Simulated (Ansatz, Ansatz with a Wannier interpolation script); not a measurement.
Planning a run of Ansatz 0.2.0 on CsPbCl3 (Pm-3m). The input:

```yaml
crystal:
  lattice:
    - [5.605, 0.0, 0.0]
    - [0.0, 5.605, 0.0]
    - [0.0, 0.0, 5.605]
  atoms:
    - { symbol: Cs, position: [0.0, 0.0, 0.0] }
    - { symbol: Pb, position: [0.5, 0.5, 0.5] }
    - { symbol: Cl, position: [0.5, 0.5, 0.0] }
    - { symbol: Cl, position: [0.0, 0.5, 0.5] }
    - { symbol: Cl, position: [0.5, 0.0, 0.5] }
kpoints:
  mp_grid: { grid: [8, 8, 8] }
hamiltonian:
  xc: pbe
scf:
  occupations: { method: fixed }
gw:
  n_empty_bands: 259
  ecut_chi: 75
  qp_bands: [v9, c3]
  screening: { model: contour_deformation }
```

```sh
ansatz run input.yaml --threads 3 --pin off --max-ram 64512MiB --backend cuda --events-out ev --progress --plain --runs-dir out --devices 1 --max-vram 24GiB  # rebuilt from the run's record
```

Q: How long will it take on 1 × NVIDIA H100 80GB HBM3 (shared by 3 runs) with 3 threads of AMD EPYC 7R13 (Zen 3), shared host, and how much memory?

It took 3 min; on shared hardware allow 89 s to 5.9 min. Peak host memory was 2.3 GiB. The sizes that set the cost: 3407 plane waves a state, 35 irreducible k points, 281 bands summed, 251 plane waves in the screening and 6 SCF cycles.

The screening grows as filled bands × empty bands × pairs of k points, times the square of the screening basis for the matrix.

[Paths, hosts, dates, memory and timing lines, banners, echoed tables and standing remarks are left out of the program output.]

[Logs are printed without paths, hosts, clocks, repeated set-up lines and the standing remarks that a program may print on its own settings, such as how far it seeks lower states.]

[Runs of the session that timed out or met a known fault of the program may be left out.]

[Hosts, paths, dates, database ids (printed as entryN), source tags and the programs' standing remarks are cut or masked in the printed files.]
